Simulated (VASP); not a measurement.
# Al8P7 (a cell with a defect) in VASP: a series of runs

The runs below take Al8P7 (a cell with a defect) through single point, with PBE.

All numbers are computed with VASP 6.6.1; they aren't measurements. Logs are shortened: lines on timing, memory, paths and dates and some standing lists are left out, and cuts for length are marked.

### 1 The crystal as given

The cell holds a defect, 15 atoms: a = 7.676 Å, b = 7.676 Å, c = 7.676 Å, α = 60.00°, β = 60.00°, γ = 60.00°.

### 2 Single point, PBE

File INCAR:

```
SYSTEM = Al8P7
PREC = Accurate ; ENCUT = 520
EDIFF = 1E-7 ; ISMEAR = 0
SIGMA = 0.1 ; LREAL = Auto
LASPH = .TRUE. ; NELM = 60
ALGO = Normal ; ISIF = 2
LWAVE = .FALSE. ; LCHARG = .FALSE.
GGA = PE ; NBANDS = 42
```

File KPOINTS:

```
regular mesh
0
G
  2 2 2
  0 0 0
```

File POSCAR:

```
Al8P7
1.0
    0.0000000000      5.4279060000      5.4279060000
    5.4279060000      0.0000000000      5.4279060000
    5.4279060000      5.4279060000      0.0000000000
Al P
8 7
Direct
    0.0151209325     -0.0095766213      0.0041268217
   -0.0067420106     -0.0323693889      0.5277666931
    0.0505017957      0.4541948589      0.0412123939
   -0.0066836087      0.5114148992      0.5277088439
    0.5364913283     -0.0005662405     -0.0367164612
    0.4896560478      0.0095403273      0.4913642572
    0.5365639162      0.5009363648     -0.0367560713
    0.3813545224      0.5343531189      0.5500584387
    0.1601293390      0.0833146337      0.1432077121
    0.1132741613      0.1275929428      0.6316095931
    0.1601799110      0.6134429189      0.1431580613
    0.6403665612      0.1236730150      0.1124318476
    0.6100566222      0.1667444130      0.5876559027
    0.7617619023      0.6565614806     -0.0746963930
    0.6101003776      0.6356479829      0.5876219117
```

Potentials or basis: VASP PAW PBE potentials, release 64 (Al, P).

Started as:

```bash
> cat potpaw_PBE.64/Al/POTCAR potpaw_PBE.64/P/POTCAR > POTCAR
> mpirun -np 1 vasp_std > vasp.out
```

OUTCAR:

```text
SYSTEM = Al8P7
   PREC = Accurate
   ENCUT = 520
   EDIFF = 1E-7
   ISMEAR = 0
   LREAL = Auto
   LASPH = .TRUE.
   NELM = 60
   ISIF = 2
   GGA = PE

 ion  position               nearest neighbor table
   1  0.015  0.990  0.004-  10 2.34  12 2.35   9 2.37  11 2.37
   2  0.993  0.968  0.528-  10 2.42   9 2.42  13 2.46  14 3.12   8 3.16
   3  0.051  0.454  0.041-  14 2.29  11 2.34   9 2.34   8 3.27
   4  0.993  0.511  0.528-  10 2.42  11 2.42  15 2.46  14 3.12   8 3.16
   5  0.536  0.999  0.963-  12 2.37  13 2.38   9 2.39  14 2.39
   6  0.490  0.010  0.491-  15 2.36  13 2.36  10 2.36  12 2.38
   7  0.537  0.501  0.963-  12 2.37  15 2.38  11 2.39  14 2.39
   8  0.381  0.534  0.550-  13 2.42  15 2.42   2 3.16   4 3.16   3 3.27
   9  0.160  0.083  0.143-   3 2.34   1 2.37   5 2.39   2 2.42
  10  0.113  0.128  0.632-   1 2.34   6 2.36   4 2.42   2 2.42
  11  0.160  0.613  0.143-   3 2.34   1 2.37   7 2.39   4 2.42
  12  0.640  0.124  0.112-   1 2.35   5 2.37   7 2.37   6 2.38
  13  0.610  0.167  0.588-   6 2.36   5 2.38   8 2.42   2 2.46
  14  0.762  0.657  0.925-   3 2.29   7 2.39   5 2.39   2 3.12   4 3.12
  15  0.610  0.636  0.588-   6 2.36   7 2.38   8 2.42   4 2.46

  LATTYP: Found a face centered cubic cell.
 ALAT       =    10.8558120000

  Lattice vectors:

 A1 = (   0.0000000000,   5.4279060000,   5.4279060000)
 A2 = (   5.4279060000,   0.0000000000,   5.4279060000)
 A3 = (   5.4279060000,   5.4279060000,   0.0000000000)

Analysis of symmetry for initial positions (statically):
=====================================================================
 Subroutine PRICEL returns:
 Original cell was already a primitive cell.

 Routine SETGRP: Setting up the symmetry group for a
 face centered cubic supercell.

 Subroutine GETGRP returns: Found  1 space group operations
 (whereof  1 operations were pure point group operations)
 out of a pool of 48 trial point group operations.

The static configuration has the point symmetry C_1 .

Analysis of symmetry for dynamics (positions and initial velocities):
=====================================================================
 Subroutine PRICEL returns:
 Original cell was already a primitive cell.

 Routine SETGRP: Setting up the symmetry group for a
 face centered cubic supercell.

 Subroutine GETGRP returns: Found  1 space group operations
 (whereof  1 operations were pure point group operations)
 out of a pool of 48 trial point group operations.

The dynamic configuration has the point symmetry C_1 .

 Subroutine INISYM returns: Found  1 space group operations
 (whereof  1 operations are pure point group operations),
 and found     1 'primitive' translations

----------------------------------------------------------------------------------------

                                     Primitive cell

  volume of cell :     319.8357

  direct lattice vectors                    reciprocal lattice vectors
     0.000000000  5.427906000  5.427906000    -0.092116555  0.092116555  0.092116555
     5.427906000  0.000000000  5.427906000     0.092116555 -0.092116555  0.092116555
     5.427906000  5.427906000  0.000000000     0.092116555  0.092116555 -0.092116555

  length of vectors
     7.676218280  7.676218280  7.676218280     0.159550553  0.159550553  0.159550553

  position of ions in fractional coordinates (direct lattice)
     0.015120932  0.990423379  0.004126822
     0.993257989  0.967630611  0.527766693
     0.050501796  0.454194859  0.041212394
     0.993316391  0.511414899  0.527708844
     0.536491328  0.999433760  0.963283539
     0.489656048  0.009540327  0.491364257
     0.536563916  0.500936365  0.963243929
     0.381354522  0.534353119  0.550058439
     0.160129339  0.083314634  0.143207712
     0.113274161  0.127592943  0.631609593
     0.160179911  0.613442919  0.143158061
     0.640366561  0.123673015  0.112431848
     0.610056622  0.166744413  0.587655903
     0.761761902  0.656561481  0.925303607
     0.610100378  0.635647983  0.587621912

  ion indices of the primitive-cell ions
   primitive index   ion index
                 1           1
                 2           2
                 3           3
                 4           4
                 5           5
                 6           6
                 7           7
                 8           8
                 9           9
                10          10
                11          11
                12          12
                13          13
                14          14
                15          15

----------------------------------------------------------------------------------------

 KPOINTS: regular mesh

Automatic generation of k-mesh.
 Grid dimensions read from file:
 generate k-points for:    2    2    2

 Generating k-lattice:

  Cartesian coordinates                     Fractional coordinates (reciprocal lattice)
    -0.046058277  0.046058277  0.046058277     0.500000000  0.000000000  0.000000000
     0.046058277 -0.046058277  0.046058277     0.000000000  0.500000000  0.000000000
     0.046058277  0.046058277 -0.046058277     0.000000000  0.000000000  0.500000000

  Length of vectors
     0.079775276  0.079775276  0.079775276

  Shift w.r.t. Gamma in fractional coordinates (k-lattice)
     0.000000000  0.000000000  0.000000000

 Subroutine IBZKPT returns following result:
 ===========================================

 Found      8 irreducible k-points:

 Following reciprocal coordinates:
            Coordinates               Weight
  0.000000  0.000000  0.000000      1.000000
  0.500000  0.000000  0.000000      1.000000
  0.000000  0.500000  0.000000      1.000000
  0.000000  0.000000  0.500000      1.000000
  0.500000  0.500000  0.500000      1.000000
  0.500000  0.500000  0.000000      1.000000
  0.000000  0.500000  0.500000      1.000000
  0.500000  0.000000  0.500000      1.000000
   k-points           NKPTS =      8   k-points in BZ     NKDIM =      8   number of bands    NBANDS=     42
   number of dos      NEDOS =    301   number of ions     NIONS =     15
   total plane-waves  NPLWV = 216000
   dimension x,y,z NGX =    60 NGY =   60 NGZ =   60
   dimension x,y,z NGXF=   120 NGYF=  120 NGZF=  120
   ions per type =               8   7
   NGX,Y,Z   is equivalent  to a cutoff of  12.99, 12.99, 12.99 a.u.
   NGXF,Y,Z  is equivalent  to a cutoff of  25.99, 25.99, 25.99 a.u.
 SYSTEM =  Al8P7
   PREC   = accura    normal or accurate (medium, high low for compatibility)
   ISTART =      0    job   : 0-new  1-cont  2-samecut
   ICHARG =      2    charge: 1-file 2-atom 10-const
   ISPIN  =      1    spin polarized calculation?
   LNONCOLLINEAR =      F non collinear calculations
   LSORBIT =      F    spin-orbit coupling
   LASPH  =      T    aspherical Exc in radial PAW
   ENCUT  =  520.0 eV  38.22 Ry    6.18 a.u.  14.27 14.27 14.27*2*pi/ulx,y,z
   NELM   =     60;   NELMIN=  2; NELMDL= -5     # of ELM steps
   EDIFF  = 0.1E-06   stopping-criterion for ELM
   LREAL  =      T    real-space projection
   EDIFFG = 0.1E-05   stopping-criterion for IOM
   NSW    =      0    number of steps for IOM
   IBRION =     -1    ionic relax: 0-MD 1-quasi-New 2-CG
   NFREE  =      0    steps in history (QN), initial steepest desc. (CG)
   ISIF   =      2    stress and relaxation
   ISYM   =      2    0-nonsym 1-usesym 2-fastsym
   POTIM  = 0.5000    time-step for ionic-motion
   TEBEG  =    0.0;   TEEND  =   0.0 temperature during run
   PSTRESS=    0.0 pullay stress
   NELECT =      59.0000    total number of electrons
   NUPDOWN=      -1.0000    fix difference up-down
   EMIN   =  10.00;   EMAX   =-10.00  energy-range for DOS
   EFERMI =   0.00;   METHOD = LEGACY
   ISMEAR =     0;   SIGMA  =   0.10  broadening in eV -4-tet -1-fermi 0-gaus
   EFERMI_NEDOS =   21; number of points for ismear=-14 and -15
   IALGO  =     38    algorithm
   IMIX   =      4    mixing-type and parameters
     AMIX     =   0.40;   BMIX     =  1.00
     AMIX_MAG =   1.60;   BMIX_MAG =  1.00
  volume/ion in A,a.u.               =      21.32       143.89
  Fermi-wavevector in a.u.,A,eV,Ry     =   0.931930  1.761092 11.816566  0.868493
  Thomas-Fermi vector in A             =   2.058474
   LORBIT       =      0    0 simple, 1 ext, 2 COOP (PROOUT), +10 PAW based schemes
   GGA     = PE    functional components
   LHFCALC =     F    Hartree Fock is set to
   AEXX    =    0.0000 exact exchange contribution
   IVDW    =     0    specifies the selected vdW correction
   LEPSILON=     F    determine dielectric tensor
   LRPA    =     F    only Hartree local field effects (RPA)
 non-spin polarized calculation
 Gauss-broadening in eV      SIGMA  =   0.10
  energy-cutoff  :      520.00
  volume of cell :      319.84
 maximum number of plane-waves:      8646
 NGX is ok and might be reduce to    60
   NGX = 29   NGY = 29   NGZ = 29

 number of electron      59.0000000 magnetization

 Free energy of the ion-electron system (eV)
  ---------------------------------------------------
  ext. energy  EPLUGINS =         0.00000000
  ---------------------------------------------------
  free energy    TOTEN  =       -72.45803271 eV

  energy without entropy =      -72.44171565  energy(sigma->0) =      -72.44987418

 E-fermi :   5.1981     XC(G=0):  -9.0851

 val. band max:        4.5494732450   @ k =   0.0000   0.5000   0.0000
 cond. band min:       5.2037445247   @ k =   0.5000   0.5000   0.0000
 fundamental gap:      0.6542712797
 Fermi energy:         5.1981393797

 k-point     1 :       0.0000    0.0000    0.0000
  band No.  band energies     occupation
      1      -7.1039      2.00000
      2      -5.6064      2.00000
      3      -5.5374      2.00000
      4      -5.3971      2.00000
      5      -5.1791      2.00000
      6      -4.8832      2.00000
[... 33 lines left out ...]
     40       7.6020      0.00000
     41       8.0250      0.00000

 k-point     2 :       0.5000    0.0000    0.0000
  band No.  band energies     occupation
      1      -6.5029      2.00000
      2      -6.4444      2.00000
      3      -5.3869      2.00000
      4      -5.3630      2.00000
      5      -5.2283      2.00000
      6      -5.1746      2.00000
[... 33 lines left out ...]
     40       8.6899      0.00000
     41       9.0896      0.00000

 k-point     3 :       0.0000    0.5000    0.0000
  band No.  band energies     occupation
      1      -6.6018      2.00000
      2      -6.3063      2.00000
      3      -5.5292      2.00000
      4      -5.3464      2.00000
      5      -5.2676      2.00000
      6      -5.2260      2.00000
[... 33 lines left out ...]
     40       8.5403      0.00000
     41       8.8711      0.00000

 k-point     4 :       0.0000    0.0000    0.5000
  band No.  band energies     occupation
      1      -6.6046      2.00000
      2      -6.3408      2.00000
      3      -5.4065      2.00000
      4      -5.3711      2.00000
      5      -5.2874      2.00000
      6      -5.1615      2.00000
[... 121 lines left out ...]
     40       8.5869      0.00000
     41       8.6687      0.00000

 k-point     7 :       0.0000    0.5000    0.5000
  band No.  band energies     occupation
      1      -6.3254      2.00000
      2      -6.2323      2.00000
      3      -5.7371      2.00000
      4      -5.7068      2.00000
      5      -5.4447      2.00000
      6      -5.2525      2.00000
[... 33 lines left out ...]
     40       8.5865      0.00000
     41       8.6689      0.00000

 k-point     8 :       0.5000    0.0000    0.5000
  band No.  band energies     occupation
      1      -6.4210      2.00000
      2      -6.1325      2.00000
      3      -5.9000      2.00000
      4      -5.6600      2.00000
      5      -5.3114      2.00000
      6      -5.0420      2.00000
[... 33 lines left out ...]
     40       8.9097      0.00000
     41       8.9600      0.00000
 [bands above 41 left out]

------------------------ aborting loop because EDIFF is reached ----------------------------------------

  FORCE on cell =-STRESS in cart. coord.  units (eV):
  Direction    XX          YY          ZZ          XY          YZ          ZX
  --------------------------------------------------------------------------------------
  -------------------------------------------------------------------------------------
  Total       -1.6773393      0.1428302     -1.6863174      1.1905589     -1.1907980     -0.1921535
  in kB       -8.4024232      0.7154901     -8.4473982      5.9639571     -5.9651548     -0.9625690
  external PRESSURE =      -5.3781104 kB  Pullay stress =       0.0000000 kB

 VOLUME and BASIS-vectors are now :
 -----------------------------------------------------------------------------
  energy-cutoff  :      520.00
  volume of cell :      319.84
      direct lattice vectors                 reciprocal lattice vectors
     0.000000000  5.427906000  5.427906000    -0.092116555  0.092116555  0.092116555
     5.427906000  0.000000000  5.427906000     0.092116555 -0.092116555  0.092116555
     5.427906000  5.427906000  0.000000000     0.092116555  0.092116555 -0.092116555

 POSITION                                       TOTAL-FORCE (eV/Angst)
 -----------------------------------------------------------------------------------
      5.39833      0.10448      5.45800        -0.007774     -0.009818      0.007956
      8.11688      8.25598     10.64352        -0.009632      0.006534      0.002268
      2.68902      0.49782      2.73945        -0.014359     -0.026681      0.014102
      5.64027      8.25598      8.16754        -0.002389      0.006657      0.009451
     10.65344      8.14064      8.33686         0.013008     -0.013712      0.022355
      2.71886      5.32489      2.70959        -0.007707      0.009809      0.007789
      7.94743      8.14082      5.63145        -0.022436     -0.013659     -0.014107
      5.88608      5.05562      4.97038         0.084247      0.021701     -0.083800
      1.22954      1.64648      1.32139        -0.029704      0.009502      0.016556
      4.12088      4.04316      1.30740        -0.005621      0.001621      0.005623
      4.10676      1.64649      4.19915        -0.016376      0.009678      0.030098
      1.28156      4.08612      4.14713        -0.006802      0.009394      0.007129
      4.09481      6.50107      4.21640        -0.023197     -0.008421      0.014987
      8.58622      9.15723      7.69853         0.063880      0.005302     -0.063255
      6.63979      6.50112      6.76181        -0.015138     -0.007907      0.022846
 -----------------------------------------------------------------------------------
    total drift:                               -0.000581     -0.004144      0.000110

  FREE ENERGIE OF THE ION-ELECTRON SYSTEM (eV)
  ---------------------------------------------------
  free  energy   TOTEN  =       -72.4580327064 eV

  energy  without entropy=      -72.4417156487  energy(sigma->0) =      -72.44987418
```

It took 4.8 min on 1 thread of Intel Xeon Platinum 8259CL at 2.50GHz (Skylake/Cascade Lake), shared host; peak memory 0.48 GiB.

Results:

```yaml
Free_energy: -72.4580 eV
Pressure: -0.5 GPa
Largest_force: 0.121 eV/Å
Band_gap_on_the_k_mesh: none (metal or under the smearing width)
```

Forces on the atoms (eV/Å):
```
Al  -0.008 -0.010  0.008
Al  -0.010  0.007  0.002
Al  -0.014 -0.027  0.014
Al  -0.002  0.007  0.009
Al   0.013 -0.014  0.022
Al  -0.008  0.010  0.008
Al  -0.022 -0.014 -0.014
Al   0.084  0.022 -0.084
P   -0.030  0.010  0.017
P   -0.006  0.002  0.006
P   -0.016  0.010  0.030
P   -0.007  0.009  0.007
P   -0.023 -0.008  0.015
P    0.064  0.005 -0.063
P   -0.015 -0.008  0.023
```

Stress tensor (GPa, compression positive):
```
-0.84  0.60 -0.10
 0.60  0.07 -0.60
-0.10 -0.60 -0.84
```

Caveat: the k mesh is coarse (spacing up to 0.50 Å⁻¹), so the values aren't converged.

### 3 Single point, PBE

File INCAR:

```
SYSTEM = Al8P7
ALGO = Fast ; EDIFF = 1E-6
ENCUT = 520 ; GGA = PE
ISIF = 2 ; ISMEAR = 0
LASPH = .TRUE. ; LCHARG = .TRUE.
LELF = .TRUE. ; LREAL = Auto
LVHAR = .TRUE. ; LWAVE = .FALSE.
NBANDS = 42 ; NELM = 100
PREC = Accurate ; SIGMA = 0.1
```

File KPOINTS:

```
k-points
0
G
  2 2 2
  0 0 0
```

File POSCAR:

```
Al8P7
1.0
    0.0000000000      5.4279060000      5.4279060000
    5.4279060000      0.0000000000      5.4279060000
    5.4279060000      5.4279060000      0.0000000000
Al P
8 7
Direct
    0.0112835410     -0.0105285537      0.0100219127
   -0.0224639115     -0.0223673733      0.5363156621
    0.0538945405      0.4480774907      0.0502332760
   -0.0224208009      0.5087074095      0.5362368103
    0.5374825025     -0.0227484595     -0.0231860132
    0.4887374616      0.0119856534      0.4875707133
    0.5376089785      0.5087672852     -0.0232238731
    0.4551376719      0.5449161242      0.4553174834
    0.1549795630      0.0782956632      0.1538498456
    0.1111523486      0.1261386067      0.6367819376
    0.1550556513      0.6131190371      0.1538083931
    0.6380539751      0.1261097742      0.1100391201
    0.5988095593      0.1659584746      0.5980562302
    0.8396661622      0.6616113101     -0.1626271715
    0.5988553413      0.6374468349      0.5980202126
```

Potentials or basis: VASP PAW PBE potentials, release 64 (Al, P).

Started as:

```bash
> cat potpaw_PBE.64/Al/POTCAR potpaw_PBE.64/P/POTCAR > POTCAR
> mpirun -np 1 vasp_std > vasp.out
```

Wall time 6.4 min (1 thread of Intel Xeon Platinum 8259CL at 2.50GHz (Skylake/Cascade Lake), shared host); peak memory 0.48 GiB.

Results (log left out):

```
Free energy            : -71.9512 eV
Pressure               : -1.3 GPa
Largest force          : 0.052 eV/Å
Band gap on the k mesh : none (metal or under the smearing width)
```

Forces on the atoms (eV/Å):
```
Al   0.000 -0.034  0.000
Al   0.012 -0.004  0.018
Al  -0.002  0.007  0.001
Al  -0.016 -0.004 -0.012
Al   0.014 -0.005  0.010
Al   0.001  0.010 -0.002
Al  -0.011 -0.006 -0.015
Al   0.002 -0.052 -0.002
P   -0.002  0.036 -0.001
P    0.000 -0.008 -0.001
P    0.001  0.036  0.002
P   -0.001 -0.012  0.001
P   -0.021  0.026 -0.020
P    0.002 -0.017 -0.001
P    0.020  0.026  0.020
```

Stress tensor (GPa, compression positive):
```
-1.94 -0.01  0.13
-0.01  0.05  0.01
 0.13  0.01 -1.94
```

Levels at points of the mesh, in eV from the Fermi level:
```csv
k point,band 26,band 27,band 28,band 29,band 30,band 31,band 32,band 33
"(0.00, 0.00, 0.00)",-1.21,-1.20,-1.15,-1.11,0.63,0.74,1.24,1.38
"(0.50, 0.00, 0.00)",-1.83,-1.75,-1.41,-0.77,0.03,1.33,1.46,1.50
"(0.00, 0.50, 0.00)",-1.93,-1.37,-1.32,-0.83,-0.54,1.29,1.36,1.68
"(0.00, 0.00, 0.50)",-1.83,-1.75,-1.41,-0.75,0.02,1.30,1.47,1.50
"(0.50, 0.50, 0.50)",-1.93,-1.37,-1.32,-0.83,-0.54,1.29,1.36,1.68
"(0.50, 0.50, 0.00)",-1.89,-1.86,-1.69,-0.18,0.07,0.45,1.02,2.13
"(0.00, 0.50, 0.50)",-1.89,-1.86,-1.69,-0.18,0.08,0.45,1.02,2.13
"(0.50, 0.00, 0.50)",-1.91,-1.66,-1.61,-1.17,-0.43,1.25,1.31,1.32
```

Caveat: the k mesh is coarse (spacing up to 0.50 Å⁻¹), so the values aren't converged.

(Part 1 of 3 ends here.)
